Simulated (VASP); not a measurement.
# GaN (P6_3mc) in VASP: settings compared, part 2 of 2

VASP 6.6.1. Earlier steps stand in the parts before.

### 4 Band structure, LDA, spin-orbit coupling, no magnetisation

POSCAR reads:

```
GaN
1.0
    3.1800000000      0.0000000000      0.0000000000
   -1.5900000000      2.7539607840      0.0000000000
    0.0000000000      0.0000000000      5.1660000000
Ga N
2 2
Direct
    0.6666666667      0.3333333333      0.5000000000
    0.3333333333      0.6666666667      0.0000000000
    0.6666666667      0.3333333333      0.8750000000
    0.3333333333      0.6666666667      0.3750000000
```

INCAR.step1 reads:

```
SYSTEM = GaN
PREC     = Accurate       ! precision mode
ENCUT    = 520            ! plane-wave cutoff, eV
EDIFF    = 1E-7           ! SCF threshold, eV
ISMEAR   = -1             ! smearing method
SIGMA    = 0.05           ! smearing width, eV
LREAL    = .FALSE.        ! projectors in reciprocal space
LASPH    = .TRUE.         ! aspherical terms in the spheres
NELM     = 80             ! most SCF steps
ALGO     = Normal         ! electronic algorithm
ISIF     = 2              ! what is computed and relaxed
LWAVE    = .FALSE.        ! write WAVECAR
LCHARG   = .TRUE.         ! write CHGCAR
MAGMOM   = 0 0 0 0 0 0 0 0 0 0 0 0 ! initial moments
LORBIT   = 11             ! projections on sites
LSORBIT  = .TRUE.         ! spin-orbit coupling
GGA_COMPAT= .FALSE.      
GGA      = CA             ! functional
```

KPOINTS.step1 reads:

```
regular mesh
0
G
  7 7 4
  0 0 0
```

INCAR.step2 reads:

```
SYSTEM = GaN
PREC     = Accurate       ! precision mode
ENCUT    = 520            ! plane-wave cutoff, eV
EDIFF    = 1E-7           ! SCF threshold, eV
ISMEAR   = 0              ! smearing method
SIGMA    = 0.05           ! smearing width, eV
LREAL    = .FALSE.        ! projectors in reciprocal space
LASPH    = .TRUE.         ! aspherical terms in the spheres
NELM     = 80             ! most SCF steps
ALGO     = Normal         ! electronic algorithm
ISIF     = 2              ! what is computed and relaxed
LWAVE    = .FALSE.        ! write WAVECAR
LCHARG   = .FALSE.        ! write CHGCAR
MAGMOM   = 0 0 0 0 0 0 0 0 0 0 0 0 ! initial moments
LORBIT   = 11             ! projections on sites
LSORBIT  = .TRUE.         ! spin-orbit coupling
GGA_COMPAT= .FALSE.      
GGA      = CA             ! functional
ICHARG   = 11             ! starting density
```

KPOINTS.step2 reads:

```
path GMKGALHA,LM,KH
10
line-mode
reciprocal
 0.0000000000  0.0000000000  0.0000000000  G
 0.5000000000  0.0000000000  0.0000000000  M

 0.5000000000  0.0000000000  0.0000000000  M
 0.3333333333  0.3333333333  0.0000000000  K

 0.3333333333  0.3333333333  0.0000000000  K
 0.0000000000  0.0000000000  0.0000000000  G

 0.0000000000  0.0000000000  0.0000000000  G
 0.0000000000  0.0000000000  0.5000000000  A

 0.0000000000  0.0000000000  0.5000000000  A
 0.5000000000  0.0000000000  0.5000000000  L

 0.5000000000  0.0000000000  0.5000000000  L
 0.3333333333  0.3333333333  0.5000000000  H

 0.3333333333  0.3333333333  0.5000000000  H
 0.0000000000  0.0000000000  0.5000000000  A

 0.5000000000  0.0000000000  0.5000000000  L
 0.5000000000  0.0000000000  0.0000000000  M

 0.3333333333  0.3333333333  0.0000000000  K
 0.3333333333  0.3333333333  0.5000000000  H
```

Potentials or basis: VASP PAW LDA potentials, release 64 (Ga_d, N).

On the command line:

```sh
$ cat potpaw_LDA.64/Ga_d/POTCAR potpaw_LDA.64/N/POTCAR > POTCAR
$ cp INCAR.step1 INCAR
$ cp KPOINTS.step1 KPOINTS
$ mpirun -np 1 vasp_ncl > vasp.out
$ cp INCAR.step2 INCAR
$ cp KPOINTS.step2 KPOINTS
$ mpirun -np 1 vasp_ncl > vasp.out
```

OUTCAR:

```text
SYSTEM = GaN
   PREC = Accurate
   ENCUT = 520
   EDIFF = 1E-7
   ISMEAR = 0
   LREAL = .FALSE.
   LASPH = .TRUE.
   NELM = 80
   ISIF = 2
   LORBIT = 11
   LSORBIT = .TRUE.
   GGA = CA
   ICHARG = 11

 ion  position               nearest neighbor table
   1  0.667  0.333  0.500-   3 1.94   4 1.95   4 1.95   4 1.95
   2  0.333  0.667  0.000-   4 1.94   3 1.95   3 1.95   3 1.95
   3  0.667  0.333  0.875-   1 1.94   2 1.95   2 1.95   2 1.95
   4  0.333  0.667  0.375-   2 1.94   1 1.95   1 1.95   1 1.95

  LATTYP: Found a hexagonal cell.
 ALAT       =     3.1800000000
 C/A-ratio  =     1.6245283019

[... 2219 lines left out ...]
     0.0000000     0.0000000     0.0000000     0.0000000     0.0000000     0.0000000     0.0000000
     0.0000000     0.0000000     0.0000000     0.0000000     0.0000000     0.0000000     0.0000000
     0.0000000     0.0000000     0.0000000     0.0000000     0.0000000     0.0000000     0.0000000
     0.0000000     0.0000000     0.0000000     0.0000000     0.0000000     0.0000000     0.0000000
     0.0000000     0.0000000     0.0000000     0.0000000     0.0000000     0.0000000     0.0000000

 total charge

# of ion       s       p       d       tot
------------------------------------------
    1        0.778   0.897  10.196  11.871
    2        0.778   0.897  10.196  11.871
    3        1.190   2.564   0.000   3.754
    4        1.190   2.564   0.000   3.754
--------------------------------------------------
tot          3.937   6.921  20.391  31.250

 magnetization (x)

# of ion       s       p       d       tot
------------------------------------------
    1       -0.000   0.000   0.000   0.000
    2        0.000  -0.000   0.000  -0.000
    3        0.000   0.000   0.000   0.000
    4        0.000   0.000   0.000   0.000
--------------------------------------------------
tot          0.000   0.000   0.000   0.000

 magnetization (y)

# of ion       s       p       d       tot
------------------------------------------
    1        0.000   0.000   0.000   0.000
    2       -0.000   0.000   0.000   0.000
    3        0.000   0.000   0.000   0.000
    4        0.000   0.000   0.000   0.000
--------------------------------------------------
tot         -0.000   0.000   0.000   0.000

 magnetization (z)

# of ion       s       p       d       tot
------------------------------------------
    1        0.000   0.000  -0.000   0.000
    2       -0.000   0.000   0.000   0.000
    3       -0.000   0.000   0.000   0.000
    4        0.000   0.000   0.000   0.000
--------------------------------------------------
tot         -0.000   0.000   0.000   0.000
```

Run time: 4.2 min. Hardware: 1 thread of AMD EPYC 9R45 (Zen 5), shared host; peak memory 0.33 GiB.

Caveat: the log is that of the step along the path at fixed density, whose energy, stress, charges and moments have no meaning.

### 5 Band structure, PBEsol

POSCAR is that of step 4.

INCAR.step1 reads:

```
ALGO = Normal
EDIFF = 1E-7
ENCUT = 520
GGA = PS
ISIF = 2
ISMEAR = -1
LASPH = T
LCHARG = T
LREAL = F
LWAVE = F
NBANDS = 26
NELM = 60
PREC = Accurate
SIGMA = 0.05
```

KPOINTS.step1 reads:

```
k-points
0
Gamma
  10 10 5
```

INCAR.step2 reads:

```
ALGO = Normal
EDIFF = 1E-7
ENCUT = 520
GGA = PS
ICHARG = 11
ISIF = 2
ISMEAR = 0
LASPH = T
LCHARG = F
LREAL = F
LWAVE = F
NBANDS = 26
NELM = 60
PREC = Accurate
SIGMA = 0.05
```

KPOINTS.step2: that of step 4 with these lines changed.

```diff
@@ -1,3 +1,3 @@
 path GMKGALHA,LM,KH
-10
+15
 line-mode
```

Potentials or basis: VASP PAW PBE potentials, release 64 (Ga_d, N).

On the command line:

```sh
$ cat potpaw_PBE.64/Ga_d/POTCAR potpaw_PBE.64/N/POTCAR > POTCAR
$ cp INCAR.step1 INCAR
$ cp KPOINTS.step1 KPOINTS
$ mpirun -np 1 vasp_std > vasp.out
$ cp INCAR.step2 INCAR
$ cp KPOINTS.step2 KPOINTS
$ mpirun -np 1 vasp_std > vasp.out
```

It took 1.7 min on 1 thread of AMD EPYC 9R45 (Zen 5), shared host; peak memory 0.21 GiB.

The run converged. Its results:

```
Band gap on the k mesh  : 1.93 eV, direct
Band gap along the path : 1.93 eV, direct
```

Levels at the corners of the path, in eV from the valence-band top:
| point | band 14 | band 15 | band 16 | band 17 | band 18 | band 19 | band 20 | band 21 | band 22 | band 23 |
| --- | --- | --- | --- | --- | --- | --- | --- | --- | --- | --- |
| Γ | -1.08 | -1.08 | -0.06 | 0.00 | 0.00 | 1.93 | 4.23 | 9.16 | 9.82 | 9.82 |
| M | -5.34 | -4.33 | -2.82 | -2.31 | -1.00 | 4.95 | 5.55 | 5.97 | 8.62 | 10.30 |
| M | -5.34 | -4.33 | -2.82 | -2.31 | -1.00 | 4.95 | 5.55 | 5.97 | 8.62 | 10.30 |
| K | -5.40 | -5.40 | -3.08 | -3.08 | -2.75 | 4.98 | 7.84 | 7.84 | 8.32 | 9.84 |
| K | -5.40 | -5.40 | -3.08 | -3.08 | -2.75 | 4.98 | 7.84 | 7.84 | 8.32 | 9.84 |
| Γ | -1.08 | -1.08 | -0.06 | 0.00 | 0.00 | 1.93 | 4.23 | 9.16 | 9.82 | 9.82 |
| Γ | -1.08 | -1.08 | -0.06 | 0.00 | 0.00 | 1.93 | 4.23 | 9.16 | 9.82 | 9.82 |
| A | -3.90 | -0.55 | -0.55 | -0.55 | -0.55 | 4.24 | 4.24 | 8.44 | 8.44 | 10.35 |
| A | -3.90 | -0.55 | -0.55 | -0.55 | -0.55 | 4.24 | 4.24 | 8.44 | 8.44 | 10.35 |
| L | -6.71 | -1.98 | -1.98 | -1.95 | -1.95 | 4.32 | 4.32 | 7.76 | 7.76 | 9.92 |
| L | -6.71 | -1.98 | -1.98 | -1.95 | -1.95 | 4.32 | 4.32 | 7.76 | 7.76 | 9.92 |
| H | -6.26 | -4.29 | -4.29 | -1.52 | -1.52 | 6.41 | 6.41 | 7.21 | 7.21 | 9.04 |
| H | -6.26 | -4.29 | -4.29 | -1.52 | -1.52 | 6.41 | 6.41 | 7.21 | 7.21 | 9.04 |
| A | -3.90 | -0.55 | -0.55 | -0.55 | -0.55 | 4.24 | 4.24 | 8.44 | 8.44 | 10.35 |
| L | -6.71 | -1.98 | -1.98 | -1.95 | -1.95 | 4.32 | 4.32 | 7.76 | 7.76 | 9.92 |
| M | -5.34 | -4.33 | -2.82 | -2.31 | -1.00 | 4.95 | 5.55 | 5.97 | 8.62 | 10.30 |
| K | -5.40 | -5.40 | -3.08 | -3.08 | -2.75 | 4.98 | 7.84 | 7.84 | 8.32 | 9.84 |
| H | -6.26 | -4.29 | -4.29 | -1.52 | -1.52 | 6.41 | 6.41 | 7.21 | 7.21 | 9.04 |

Caveat: the log is that of the step along the path at fixed density, whose energy, stress, charges and moments have no meaning; the PAW data sets were made with another functional, which shifts forces and pressure a little.

### 6 EvGW0 quasiparticle levels, PBE

POSCAR is that of step 5.

INCAR.step1 reads:

```
PREC = Accurate ; ENCUT = 500
EDIFF = 1E-8 ; ISMEAR = 0
SIGMA = 0.01 ; LREAL = False
LASPH = True ; NELM = 100
ALGO = Fast ; LWAVE = True
LCHARG = False ; GGA = PE
KPAR = 4
```

INCAR.step2 reads:

```
PREC = Accurate ; ENCUT = 500
EDIFF = 1E-8 ; ISMEAR = 0
SIGMA = 0.01 ; LREAL = False
LASPH = True ; NELM = 1
ALGO = Exact ; LWAVE = True
LCHARG = False ; GGA = PE
NBANDS = 308 ; LOPTICS = True
ISTART = 1 ; KPAR = 4
```

INCAR.step3 reads:

```
PREC = Accurate ; ENCUT = 500
EDIFF = 1E-8 ; ISMEAR = 0
SIGMA = 0.01 ; LREAL = False
LASPH = True ; ALGO = EVGW0
LWAVE = False ; LCHARG = False
GGA = PE ; NELMGW = 4
NBANDS = 308 ; ENCUTGW = 200
NOMEGA = 50 ; PRECFOCK = Fast
ISTART = 1 ; NBANDSGW = 26
KPAR = 4
```

KPOINTS reads:

```
regular mesh
0
Gamma
  6 6 4
```

Potentials or basis: VASP PAW PBE potentials, release 64 (Ga_d_GW, N_GW).

On the command line:

```sh
$ cat potpaw_PBE.64/Ga_d_GW/POTCAR potpaw_PBE.64/N_GW/POTCAR > POTCAR
$ cp INCAR.step1 INCAR
$ mpirun -np 4 vasp_std > vasp.out
$ cp INCAR.step2 INCAR
$ mpirun -np 4 vasp_std > vasp.out
$ cp INCAR.step3 INCAR
$ mpirun -np 4 vasp_std > vasp.out
```

OUTCAR:

```text
PREC = Accurate
   ENCUT = 500
   EDIFF = 1E-8
   ISMEAR = 0
   LREAL = False
   LASPH = True
   GGA = PE
   NELMGW = 4
   ENCUTGW = 200
   PRECFOCK = Fast
   ISTART = 1

 ion  position               nearest neighbor table
   1  0.667  0.333  0.500-   3 1.94   4 1.95   4 1.95   4 1.95
   2  0.333  0.667  0.000-   4 1.94   3 1.95   3 1.95   3 1.95
   3  0.667  0.333  0.875-   1 1.94   2 1.95   2 1.95   2 1.95
   4  0.333  0.667  0.375-   2 1.94   1 1.95   1 1.95   1 1.95

  LATTYP: Found a hexagonal cell.
 ALAT       =     3.1800000000
 C/A-ratio  =     1.6245283019

  Lattice vectors:

 A1 = (   3.1800000000,   0.0000000000,   0.0000000000)
 A2 = (  -1.5900000000,   2.7539607840,   0.0000000000)
 A3 = (   0.0000000000,   0.0000000000,   5.1660000000)

Analysis of symmetry for initial positions (statically):
=====================================================================
 Subroutine PRICEL returns:
 Original cell was already a primitive cell.

 Routine SETGRP: Setting up the symmetry group for a
 hexagonal supercell.

 Subroutine GETGRP returns: Found 12 space group operations
 (whereof  6 operations were pure point group operations)
 out of a pool of 24 trial point group operations.

The static configuration has the point symmetry C_3v.
 The point group associated with its full space group is C_6v.

Analysis of symmetry for dynamics (positions and initial velocities):
=====================================================================
 Subroutine PRICEL returns:
 Original cell was already a primitive cell.

 Routine SETGRP: Setting up the symmetry group for a
 hexagonal supercell.

 Subroutine GETGRP returns: Found 12 space group operations
 (whereof  6 operations were pure point group operations)
[... 92 lines left out ...]
   NGXF,Y,Z  is equivalent  to a cutoff of  25.09, 25.09, 25.74 a.u.
 SYSTEM =  unknown system
   PREC   = accura    normal or accurate (medium, high low for compatibility)
   ISTART =      1    job   : 0-new  1-cont  2-samecut
   ICHARG =      0    charge: 1-file 2-atom 10-const
   ISPIN  =      1    spin polarized calculation?
   LNONCOLLINEAR =      F non collinear calculations
   LSORBIT =      F    spin-orbit coupling
   LASPH  =      T    aspherical Exc in radial PAW
   ENCUT  =  500.0 eV  36.75 Ry    6.06 a.u.   5.80  5.80  9.42*2*pi/ulx,y,z
   NELM   =     60;   NELMIN=  2; NELMDL=  0     # of ELM steps
   EDIFF  = 0.1E-07   stopping-criterion for ELM
   LREAL  =      F    real-space projection
   EDIFFG = 0.1E-06   stopping-criterion for IOM
   NSW    =      0    number of steps for IOM
   IBRION =     -1    ionic relax: 0-MD 1-quasi-New 2-CG
   NFREE  =      0    steps in history (QN), initial steepest desc. (CG)
   ISIF   =      0    stress and relaxation
   ISYM   =      3    0-nonsym 1-usesym 2-fastsym
   POTIM  = 0.5000    time-step for ionic-motion
   TEBEG  =    0.0;   TEEND  =   0.0 temperature during run
   PSTRESS=    0.0 pullay stress
   NELECT =      36.0000    total number of electrons
   NUPDOWN=      -1.0000    fix difference up-down
   EMIN   =  10.00;   EMAX   =-10.00  energy-range for DOS
   EFERMI =   0.00;   METHOD = LEGACY
   ISMEAR =     0;   SIGMA  =   0.01  broadening in eV -4-tet -1-fermi 0-gaus
   EFERMI_NEDOS =   21; number of points for ismear=-14 and -15
   IALGO  =     38    algorithm
   IMIX   =      4    mixing-type and parameters
     AMIX     =   0.40;   BMIX     =  1.00
     AMIX_MAG =   1.60;   BMIX_MAG =  1.00
  volume/ion in A,a.u.               =      11.31        76.33
  Fermi-wavevector in a.u.,A,eV,Ry     =   1.517036  2.866782 31.312427  2.301398
  Thomas-Fermi vector in A             =   2.626345
   LORBIT       =      0    0 simple, 1 ext, 2 COOP (PROOUT), +10 PAW based schemes
   GGA     = PE    functional components
   LHFCALC =     T    Hartree Fock is set to
   PRECFOCK=fast      Normal, Fast or Accurate (Low or Medium for compatibility)
   ENCUT4O =  -1.0   cutoff for four orbital integrals eV
   NKREDX  =     1    reduce k-point grid by
   NKREDY  =     1    reduce k-point grid by
   NKREDZ  =     1    reduce k-point grid by
   AEXX    =    1.0000 exact exchange contribution
   HFSCREEN=    0.0000 screening length (either q_TF or 0.3 A-1)
   HFSCREENC=   0.0000 screening length for correlation (either q_TF or 0.3 A-1)
   ENCUTFOCK=  -1.0 apply spherical cutoff to Coloumb kernel
   IVDW    =     0    specifies the selected vdW correction
   LEPSILON=     F    determine dielectric tensor
   LRPA    =     F    only Hartree local field effects (RPA)
   LRPAFORCE           =     F    calculate RPA forces
   ENCUTGW             = 200.0    cutoff for response function in eV
   ENCUTGWSOFT         = 160.0    soft cutoff for Coulomb kernel in GW response function in eV
   ENCUTLF             =  -1.0    cutoff for local field effects
   NELMGW              =     4    number of iterations in solving QP/BSE equation
   NELMHF              =     1    number of iterations in the inner HF iteration
   NKREDLFX            =     1    NKREDLFY  =   1   NKREDLFZ  =   1
 non-spin polarized calculation
 Gauss-broadening in eV      SIGMA  =   0.01
  energy-cutoff  :      500.00
  volume of cell :       45.24
 maximum number of plane-waves:      1182
 NGX is ok and might be reduce to    24
  NGX = 14; NGY = 14; NGZ = 24
   NGX = 11   NGY = 11   NGZ = 19
 maximum number of plane-waves:       300

 QP shifts <psi_nk| G(iteration)W_0 |psi_nk>: iteration 1
 for sc-GW calculations column KS-energies equals QP-energies in previous step
 and V_xc(KS)=  KS-energies - (<T + V_ion + V_H > + <T+V_H+V_ion>^1  + <V_x>^1)

 k-point   1 :       0.0000    0.0000    0.0000
  band No.  KS-energies  QP-energies   sigma(KS)   V_xc(KS)     V^pw_x(r,r')   Z            occupation Imag(sigma)

      1     -10.8201     -12.0463     -16.7213     -14.8732     -24.6289       0.6635       2.0000       1.0027
      2      -9.8845     -11.7051     -20.7377     -18.1233     -29.3408       0.6964       2.0000       0.6556
      3      -8.2602     -11.0494     -25.3133     -21.4907     -34.8083       0.7296       2.0000       0.1908
      4      -8.2385     -11.0227     -25.3280     -21.5100     -34.8213       0.7292       2.0000       0.1906
      5      -8.2385     -11.0227     -25.3280     -21.5100     -34.8213       0.7292       2.0000       0.1906
      6      -8.1744     -10.9832     -25.4156     -21.5755     -34.9043       0.7315       2.0000       0.1826
[... 1850 lines left out ...]
     23      15.1928      15.2047     -12.3273      27.5356      -6.8586       0.7683       0.0000      -0.1286
     24      15.1928      15.2047     -12.3273      27.5356      -6.8586       0.7683       0.0000      -0.1286
     25      18.4274      18.4393     -11.2215      2
```

Wall time 40 min (4 MPI ranks of Intel Xeon 6975P-C (Granite Rapids), shared host); peak memory 1.5 GiB.

Results:

```
Band gap on the k mesh, mean-field level : 1.97 eV, direct
Quasiparticle gap                        : 3.42 eV
Least direct quasiparticle gap           : 3.42 eV
```

Quasiparticle gap after each update of the energies (eV): 3.20, 3.39, 3.42, 3.42

Caveat: the cutoff is under 1.25 times the usual one of these potentials, so pressure, stress and relaxed cells hold a basis-set (Pulay) error; bands, screening cutoff and mesh are small and nothing is extrapolated, so the quasiparticle values aren't converged.

### 7 The reference run

An earlier run on the cell as given: functional PBEsol; potentials or basis VASP PAW PBE potentials, release 64 (Ga_d, N); cutoff 520 eV; k mesh 10 × 10 × 5; occupations fermi-dirac, width 0.05 eV; no spin polarisation.

- Pressure: 0.8 GPa
- Largest force: 0.131 eV/Å
- Band gap on the k mesh: 1.93 eV, direct

### 8 Overview

```tsv
task	level	potentials or basis	spin	k mesh	cutoff (eV)	smearing	ladder	GW scheme	GW iterations	cutoff of the response function	frequency points	gap on the mesh (eV)	pressure (GPa)	largest force (eV/Å)
band structure	PBE	VASP PAW PBE potentials, release 64 (Ga_d, N)	SOC, no magnetisation	7 × 7 × 4	520	fermi-dirac 0.05 eV	-	-	-	-	-	-	-	-
band structure	LDA	VASP PAW LDA potentials, release 64 (Ga_d, N)	off	10 × 10 × 5	520	fermi-dirac 0.05 eV	-	-	-	-	-	1.99	-3.5	0.13
band structure	LDA	VASP PAW LDA potentials, release 64 (Ga_d, N)	SOC, no magnetisation	7 × 7 × 4	520	fermi-dirac 0.05 eV	-	-	-	-	-	-	-	-
band structure	PBEsol	VASP PAW PBE potentials, release 64 (Ga_d, N)	off	10 × 10 × 5	520	fermi-dirac 0.05 eV	-	-	-	-	-	1.93	-	-
evGW0 quasiparticle levels	PBE	VASP PAW PBE potentials, release 64 (Ga_d_GW, N_GW)	off	6 × 6 × 4	500	gaussian 0.01 eV	gaps	evGW0	4	200	50	-	-	-
single point	PBEsol	VASP PAW PBE potentials, release 64 (Ga_d, N)	off	10 × 10 × 5	520	fermi-dirac 0.05 eV	free	-	-	-	-	1.93	0.8	0.13
```

Alike in all rows: cell as given.

Caveats: the PAW data sets were made with another functional, which shifts forces and pressure a little (some runs); the cutoff is under 1.25 times the usual one of these potentials, so pressure, stress and relaxed cells hold a basis-set (Pulay) error (some runs); bands, screening cutoff and mesh are small and nothing is extrapolated, so the quasiparticle values aren't converged (some runs).

Total energies depend on the potentials used, so only differences within one code and one set of settings carry meaning.

### 9 Comparison with measurements

Step 3. A measured gap of GaN is 3.503 eV (direct; quoted in “Studying electronic properties in GaN without electrical contacts using γ-γ vs e−-γ Perturbed Angular Correlations”, 2019, pmc:6823545); the calculated 1.99 eV misses it by -1.51 eV. Spin-orbit coupling on Ga is left out. The value is that of LDA, without temperature or zero-point motion. Semilocal functionals fall short of measured gaps as a rule.

Step 5. Measured gap of GaN: 3.503 eV (direct; quoted in “Studying electronic properties in GaN without electrical contacts using γ-γ vs e−-γ Perturbed Angular Correlations”, 2019, pmc:6823545). This calculation gives 1.93 eV (-1.57 eV). Spin-orbit coupling on Ga is left out. The value is that of PBEsol, without temperature or zero-point motion. Semilocal functionals fall short of measured gaps as a rule.

Step 6. Measured gap of GaN: 3.503 eV (direct; quoted in “Studying electronic properties in GaN without electrical contacts using γ-γ vs e−-γ Perturbed Angular Correlations”, 2019, pmc:6823545). This calculation gives 3.42 eV (-0.08 eV). Spin-orbit coupling on Ga is left out. The value is that of GW on PBE, without temperature or zero-point motion.
